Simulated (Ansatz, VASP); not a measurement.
**Ag in VASP and in Ansatz**

Contents of INCAR:

```
SYSTEM = Ag
PREC = Accurate
ENCUT = 600
EDIFF = 1E-6
ISMEAR = -1
SIGMA = 0.05
LREAL = .FALSE.
LASPH = .TRUE.
NELM = 80
ALGO = Normal
ISIF = 3
LWAVE = .FALSE.
LCHARG = .FALSE.
GGA = PE
IBRION = 2
NSW = 45
EDIFFG = -0.005
```

KPOINTS

```
regular mesh
0
G
  17 17 17
  0 0 0
```

File POSCAR:

```
Ag
1.0
    0.0000000000      2.0742833059      2.0742833059
    2.0742833059      0.0000000000      2.0742833059
    2.0742833059      2.0742833059      0.0000000000
Ag
1
Direct
    0.0000000000      0.0000000000      0.0000000000
```

Input for Ansatz:

```yaml
crystal:
  lattice:
    - [0.0, 2.0742833059, 2.0742833059]
    - [2.0742833059, 0.0, 2.0742833059]
    - [2.0742833059, 2.0742833059, 0.0]
  atoms:
    - { symbol: Ag, position: [0.0, 0.0, 0.0] }
kpoints:
  mp_grid: { grid: [17, 17, 17] }
scf:
  occupations: { method: fermi_dirac, width: 0.05 }
hamiltonian:
  xc: pbe
  pseudopotentials:
    kind: all_electron
    lapw: { basis_error: 0.0005 }
    relativity: none
output:
  forces: true
  stress: true
  eigenvalues: true
  populations: true
relax:
  f_tol: 0.005
  max_steps: 25
  cell: {}
```

Alike in both runs: task relaxation of cell and atoms; functional PBE; k mesh 17 × 17 × 17; occupations fermi-dirac, width 0.05 eV; no spin polarisation.

|  | VASP | Ansatz |
| --- | --- | --- |
| version | VASP 6.6.1 | Ansatz 0.2.0 |
| potentials or method | VASP PAW PBE potentials, release 64 (Ag) | all-electron LAPW, non-relativistic |
| plane-wave cutoff (eV) | 600 | see its input |

Ansatz gave:

```
relaxed volume (Å³/atom)                                     : 19.29
relaxed cell length with the largest relative difference (Å) : 3.010
energy change over the relaxation (meV/atom)                 : -27
```

Task: Estimate VASP's values.

Result: Relaxed volume (Å³/atom): 17.81; relaxed cell length with the largest relative difference (Å): 2.931; energy change over the relaxation (meV/atom): 0.

One of these differences is far larger than is usual between the two programs; its cause wasn't traced. Ansatz ran all-electron here, so the differences hold the error of VASP's frozen core and of both bases.
